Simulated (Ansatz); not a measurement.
# InSe: the cost of one run

Program: Ansatz 0.2.0. Level of theory: DFT PBE, scalar-relativistic, plane waves, PAW. These are calculated values, not measurements.

## Step 1: The structure to begin with

It takes space group C2/m (No. 12, monoclinic). Conventional cell: a = 11.736 Å, b = 4.110 Å, c = 4.610 Å, α = 90.00°, β = 110.30°, γ = 90.00°. In (site symmetry m) has 3 Se at 2.58 to 2.78 Å and 1 In at 2.74 Å in its first shell of neighbours. Around Se (site symmetry m) lie 3 In at 2.58 to 2.78 Å.

Structure file:

```
In Se
1.0
     3.19883    8.22000   -8.64730
    -3.19883    8.22000    8.64730
    10.13639   -8.22000    4.32365
In Se
32 32
Direct
  0.66175 0.72225 0.88400
  0.41175 0.97225 0.88400
  0.16175 0.97225 0.38400
  0.66175 0.22225 0.88400
  0.41175 0.47225 0.88400
  0.16175 0.72225 0.88400
  0.91175 0.97225 0.88400
  0.16175 0.47225 0.38400
  0.91175 0.72225 0.38400
  0.66175 0.97225 0.38400
  0.16175 0.22225 0.88400
  0.91175 0.47225 0.88400
  0.91175 0.22225 0.38400
  0.66175 0.47225 0.38400
  0.41175 0.72225 0.38400
  0.41175 0.22225 0.38400
  0.83825 0.77775 0.11600
  0.58825 0.02775 0.11600
  0.33825 0.02775 0.61600
  0.83825 0.27775 0.11600
  0.58825 0.52775 0.11600
  0.33825 0.77775 0.11600
  0.08825 0.02775 0.11600
  0.33825 0.52775 0.61600
  0.08825 0.77775 0.61600
  0.83825 0.02775 0.61600
  0.33825 0.27775 0.11600
  0.08825 0.52775 0.11600
  0.08825 0.27775 0.61600
  0.83825 0.52775 0.61600
  0.58825 0.77775 0.61600
  0.58825 0.27775 0.61600
  0.33450 0.82550 0.66000
  0.08450 0.07550 0.66000
  0.83450 0.07550 0.16000
  0.33450 0.32550 0.66000
  0.08450 0.57550 0.66000
  0.83450 0.82550 0.66000
  0.58450 0.07550 0.66000
  0.83450 0.57550 0.16000
  0.58450 0.82550 0.16000
  0.33450 0.07550 0.16000
  0.83450 0.32550 0.66000
  0.58450 0.57550 0.66000
  0.58450 0.32550 0.16000
  0.33450 0.57550 0.16000
  0.08450 0.82550 0.16000
  0.08450 0.32550 0.16000
  0.16550 0.67450 0.34000
  0.91550 0.92450 0.34000
  0.66550 0.92450 0.84000
  0.16550 0.17450 0.34000
  0.91550 0.42450 0.34000
  0.66550 0.67450 0.34000
  0.41550 0.92450 0.34000
  0.66550 0.42450 0.84000
  0.41550 0.67450 0.84000
  0.16550 0.92450 0.84000
  0.66550 0.17450 0.34000
  0.41550 0.42450 0.34000
  0.41550 0.17450 0.84000
  0.16550 0.42450 0.84000
  0.91550 0.67450 0.84000
  0.91550 0.17450 0.84000
```

The runs take a perfect supercell of 64 atoms; the defect goes to fractional position (0.083, 0.417, 0.917).

## Step 2: The perfect supercell

input.yaml

```yaml
crystal:
  lattice:
    - [3.19883, 8.22, -8.647305]
    - [-3.19883, 8.22, 8.647305]
    - [10.136391, -8.22, 4.323652]
  atoms:
    - { symbol: In, position: [0.66175, 0.72225, 0.884] }
    - { symbol: In, position: [0.41175, 0.97225, 0.884] }
    - { symbol: In, position: [0.16175, 0.97225, 0.384] }
    - { symbol: In, position: [0.66175, 0.22225, 0.884] }
    - { symbol: In, position: [0.41175, 0.47225, 0.884] }
    - { symbol: In, position: [0.16175, 0.72225, 0.884] }
    - { symbol: In, position: [0.91175, 0.97225, 0.884] }
    - { symbol: In, position: [0.16175, 0.47225, 0.384] }
    - { symbol: In, position: [0.91175, 0.72225, 0.384] }
    - { symbol: In, position: [0.66175, 0.97225, 0.384] }
    - { symbol: In, position: [0.16175, 0.22225, 0.884] }
    - { symbol: In, position: [0.91175, 0.47225, 0.884] }
    - { symbol: In, position: [0.91175, 0.22225, 0.384] }
    - { symbol: In, position: [0.66175, 0.47225, 0.384] }
    - { symbol: In, position: [0.41175, 0.72225, 0.384] }
    - { symbol: In, position: [0.41175, 0.22225, 0.384] }
    - { symbol: In, position: [0.83825, 0.77775, 0.116] }
    - { symbol: In, position: [0.58825, 0.02775, 0.116] }
    - { symbol: In, position: [0.33825, 0.02775, 0.616] }
    - { symbol: In, position: [0.83825, 0.27775, 0.116] }
    - { symbol: In, position: [0.58825, 0.52775, 0.116] }
    - { symbol: In, position: [0.33825, 0.77775, 0.116] }
    - { symbol: In, position: [0.08825, 0.02775, 0.116] }
    - { symbol: In, position: [0.33825, 0.52775, 0.616] }
    - { symbol: In, position: [0.08825, 0.77775, 0.616] }
    - { symbol: In, position: [0.83825, 0.02775, 0.616] }
    - { symbol: In, position: [0.33825, 0.27775, 0.116] }
    - { symbol: In, position: [0.08825, 0.52775, 0.116] }
    - { symbol: In, position: [0.08825, 0.27775, 0.616] }
    - { symbol: In, position: [0.83825, 0.52775, 0.616] }
    - { symbol: In, position: [0.58825, 0.77775, 0.616] }
    - { symbol: In, position: [0.58825, 0.27775, 0.616] }
    - { symbol: Se, position: [0.3345, 0.8255, 0.66] }
    - { symbol: Se, position: [0.0845, 0.0755, 0.66] }
    - { symbol: Se, position: [0.8345, 0.0755, 0.16] }
    - { symbol: Se, position: [0.3345, 0.3255, 0.66] }
    - { symbol: Se, position: [0.0845, 0.5755, 0.66] }
    - { symbol: Se, position: [0.8345, 0.8255, 0.66] }
    - { symbol: Se, position: [0.5845, 0.0755, 0.66] }
    - { symbol: Se, position: [0.8345, 0.5755, 0.16] }
    - { symbol: Se, position: [0.5845, 0.8255, 0.16] }
    - { symbol: Se, position: [0.3345, 0.0755, 0.16] }
    - { symbol: Se, position: [0.8345, 0.3255, 0.66] }
    - { symbol: Se, position: [0.5845, 0.5755, 0.66] }
    - { symbol: Se, position: [0.5845, 0.3255, 0.16] }
    - { symbol: Se, position: [0.3345, 0.5755, 0.16] }
    - { symbol: Se, position: [0.0845, 0.8255, 0.16] }
    - { symbol: Se, position: [0.0845, 0.3255, 0.16] }
    - { symbol: Se, position: [0.1655, 0.6745, 0.34] }
    - { symbol: Se, position: [0.9155, 0.9245, 0.34] }
    - { symbol: Se, position: [0.6655, 0.9245, 0.84] }
    - { symbol: Se, position: [0.1655, 0.1745, 0.34] }
    - { symbol: Se, position: [0.9155, 0.4245, 0.34] }
    - { symbol: Se, position: [0.6655, 0.6745, 0.34] }
    - { symbol: Se, position: [0.4155, 0.9245, 0.34] }
    - { symbol: Se, position: [0.6655, 0.4245, 0.84] }
    - { symbol: Se, position: [0.4155, 0.6745, 0.84] }
    - { symbol: Se, position: [0.1655, 0.9245, 0.84] }
    - { symbol: Se, position: [0.6655, 0.1745, 0.34] }
    - { symbol: Se, position: [0.4155, 0.4245, 0.34] }
    - { symbol: Se, position: [0.4155, 0.1745, 0.84] }
    - { symbol: Se, position: [0.1655, 0.4245, 0.84] }
    - { symbol: Se, position: [0.9155, 0.6745, 0.84] }
    - { symbol: Se, position: [0.9155, 0.1745, 0.84] }
basis:
  ecutwfc: 420
  fft_grid_basis: typed
kpoints:
  mp_grid: { grid: [1, 1, 1] }
hamiltonian:
  xc: pbe
  pseudopotentials: { kind: paw }
scf:
  occupations: { method: gaussian, width: 0.05 }
output:
  forces: true
  stress: false
  eigenvalues: true
  bader: false
  write_density: true
  volumetric_format: npy
```

Started as:

```bash
$ ansatz run input.yaml --threads 8 --pin off --max-ram 16384MiB --backend cpu --events-out ev --progress --plain --runs-dir out
```

**Question.** How long does this run take on 8 threads of Arm Neoverse N1, shared host, and how much memory does it need?

About 23 s, with a peak of 2.7 GiB.
